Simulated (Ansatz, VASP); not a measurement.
# AgBr: VASP beside Ansatz

```
CELL_PARAMETERS angstrom
0.00000 2.89273 2.89273
2.89273 0.00000 2.89273
2.89273 2.89273 0.00000
ATOMIC_POSITIONS crystal
Ag 0.00000 0.00000 0.00000
Br 0.50000 0.50000 0.50000
```

Alike in both runs: task single point; functional r2SCAN; k mesh 8 × 8 × 8; no spin polarisation.

|  | VASP | Ansatz |
| --- | --- | --- |
| version | VASP 6.6.1 | Ansatz 0.2.0 |
| potentials or method | VASP PAW PBE potentials, release 64 (Ag, Br) | plane waves, PAW |
| plane-wave cutoff (eV) | 520 | 500 |
| occupations | gaussian, width 0.01 eV | fixed |
| valence electrons in the cell | 18 | 26 |

```csv
,VASP,Ansatz,Ansatz less VASP
gap on the k mesh at the Fermi level (eV),1.25,1.29,+0.047
```

The two sets of potentials don't hold the same shells in valence.

Caveats: the PAW data sets were made with another functional, which shifts forces and pressure a little (VASP). r2SCAN opens gaps a little over a GGA but as a rule still falls short of measured ones. A k mesh can miss the band edges.
